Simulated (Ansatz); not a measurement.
Results of Hartree–Fock in Ansatz (plane waves, PAW) for rock-salt LiI.

Settings: plane-wave cutoff 460 eV, 8×8×8 k mesh, Fermi–Dirac smearing 0.01 eV, scalar-relativistic PAW data made under PBE.

Cell (relaxed at this level):

```
CELL_PARAMETERS angstrom
      0.00000     3.13951     3.13951
      3.13951     0.00000     3.13951
      3.13951     3.13951     0.00000
ATOMIC_POSITIONS crystal
  Li 0.00000 0.00000 0.00000
  I  0.50000 0.50000 0.50000
```

Give the computed bulk modulus, band gap and width of the whole s-p valence band.


- bulk modulus: 16.0 GPa
- band gap: 10.91 eV
- width of the whole s-p valence band: 15.17 eV

Measured, for comparison: band gap 6.4 eV (temperature not stated, no zero-point or thermal correction, our sources range from 6.10 to 6.40; as tabulated in Aguado et al. (1998), arXiv:cond-mat/9809176); bulk modulus 24 GPa (0 K, extrapolated to 0 K; as tabulated in Doll and Stoll (1998), arXiv:cond-mat/9801031). Computed (rounded) less measured: bulk modulus -33 %.

Note: the cell is over a tenth larger than the published one (another phase or state, or a fault of the published cell, is possible).

Spin–orbit coupling is not included; with these elements it can move the gap by several tenths of an eV or more.

The computed numbers hold no vibrational or temperature effects.

The result took very roughly 20 core-minutes.

Ansatz is a first-principles code.
